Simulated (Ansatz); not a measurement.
## Relaxing MoS

These are results of Ansatz, DFT PBE, scalar-relativistic, plane waves, PAW, not measurements. Cutoff 420 eV, Γ-centred k mesh, Gaussian smearing, no spin polarisation in the final step.

The start puts MoS on the FeSi (B20) structure type (P2_13, No. 198), with Mo in place of Fe, S in place of Si, at a guessed volume.

```
Mo S
1.0
     5.09163    0.00000    0.00000
     0.00000    5.09163    0.00000
     0.00000    0.00000    5.09163
Mo S
4 4
Direct
  0.13400 0.13400 0.13400
  0.36600 0.86600 0.63400
  0.63400 0.36600 0.86600
  0.86600 0.63400 0.36600
  0.84450 0.84450 0.84450
  0.65550 0.15550 0.34450
  0.34450 0.65550 0.15550
  0.15550 0.34450 0.65550
```

Cell and atoms relax at zero pressure; the relaxation can't lower the symmetry of the start. After a coarse first stage the cell is made exact in the group found at 0.06 Å.

Energies over the elements count from the elements' standard structures at the same level, with no empirical corrections.

Problem. What does it relax into?

Solution. It keeps P2_13 (No. 198). The result has the FeSi (B20) structure. Conventional cell: a = 4.962 Å. Mo is coordinated by 4 S at 2.36–2.41 Å; around S lie 4 Mo at 2.36–2.41 Å.

```cif
data_structure
_symmetry_space_group_name_H-M 'P2_13'
_symmetry_Int_Tables_number 198
_cell_length_a 4.9616
_cell_length_b 4.9616
_cell_length_c 4.9616
_cell_angle_alpha 90.000
_cell_angle_beta 90.000
_cell_angle_gamma 90.000
_cell_volume 122.14
loop_
_atom_site_label
_atom_site_type_symbol
_atom_site_symmetry_multiplicity
_atom_site_Wyckoff_symbol
_atom_site_fract_x
_atom_site_fract_y
_atom_site_fract_z
_atom_site_occupancy
Mo1 Mo 4 a 0.09693 0.09693 0.09693 1
S1 S 4 a 0.81595 0.81595 0.81595 1
```

Problem. What are its volume, energy, density and gap?

Solution. The volume per atom is 15.27 Å³ and the density is 6.96 g/cm³. The energy over the elements is -0.35 eV/atom and the gap on the 8×8×8 mesh is 0 eV (a metal).

The final run used a 8×8×8 mesh on its 8-atom cell and 0.10 eV smearing. For metals, differences of a few meV/atom aren't resolved. A structure relaxed within its symmetry needn't be a true minimum. The steps took of the order of 2.3 core-minutes in all.